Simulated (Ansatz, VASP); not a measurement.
**Ta: VASP beside Ansatz**

The input INCAR:

```
SYSTEM = Ta
  ALGO = Normal
  EDIFF = 1E-7
  ENCUT = 520
  GGA = PS
  ISIF = 2
  ISMEAR = -1
  LASPH = .TRUE.
  LCHARG = .FALSE.
  LREAL = .FALSE.
  LWAVE = .FALSE.
  NBANDS = 12
  NELM = 100
  PREC = Accurate
  SIGMA = 0.05
```

Contents of KPOINTS:

```
k-points
0
G
  15 15 15
  0 0 0
```

Contents of POSCAR:

```
Ta
1.0
   -1.6401972500      1.6401972500      1.6401972500
    1.6401972500     -1.6401972500      1.6401972500
    1.6401972500      1.6401972500     -1.6401972500
Ta
1
Direct
    0.0000000000      0.0000000000      0.0000000000
```

Input for Ansatz:

```yaml
crystal:
  lattice:
    - [-1.64019725, 1.64019725, 1.64019725]
    - [1.64019725, -1.64019725, 1.64019725]
    - [1.64019725, 1.64019725, -1.64019725]
  atoms:
    - { symbol: Ta, position: [0.0, 0.0, 0.0] }
kpoints:
  mp_grid: { grid: [15, 15, 15] }
  band_path:
    path:
      - [0.0, 0.0, 0.0]
      - [0.5, -0.5, 0.5]
      - [0.0, 0.0, 0.5]
      - [0.0, 0.0, 0.0]
      - [0.25, 0.25, 0.25]
      - [0.5, -0.5, 0.5]
      - [0.25, 0.25, 0.25]
      - [0.0, 0.0, 0.5]
    npoints: 5
scf:
  occupations: { method: fermi_dirac, width: 0.05 }
hamiltonian:
  xc: pbesol
  pseudopotentials: { kind: all_electron, lapw: { basis_error: 0.00025 } }
output:
  forces: true
  stress: true
  eigenvalues: true
```

Change from the starting cell: volume scaled by 0.98.

Alike in both runs: task single point; functional PBEsol; k mesh 15 × 15 × 15; occupations fermi-dirac, width 0.05 eV; no spin polarisation.

```csv
,VASP,Ansatz
version,VASP 6.6.1,Ansatz 0.2.0
potentials or method,"VASP PAW PBE potentials, release 64 (Ta_pv)","all-electron LAPW, scalar-relativistic"
plane-wave cutoff (eV),520,see its input
```

VASP gave:

| Item | Value |
| --- | --- |
| pressure (GPa) | 0.2 |

Task: Estimate Ansatz's values.

Result: Pressure (GPa): -0.2.

Ansatz ran all-electron here, so the differences hold the error of VASP's frozen core and of both bases.

Caveats: the PAW data sets were made with another functional, which shifts forces and pressure a little (VASP). The runs have no spin-orbit coupling, so splittings on Ta are missing.
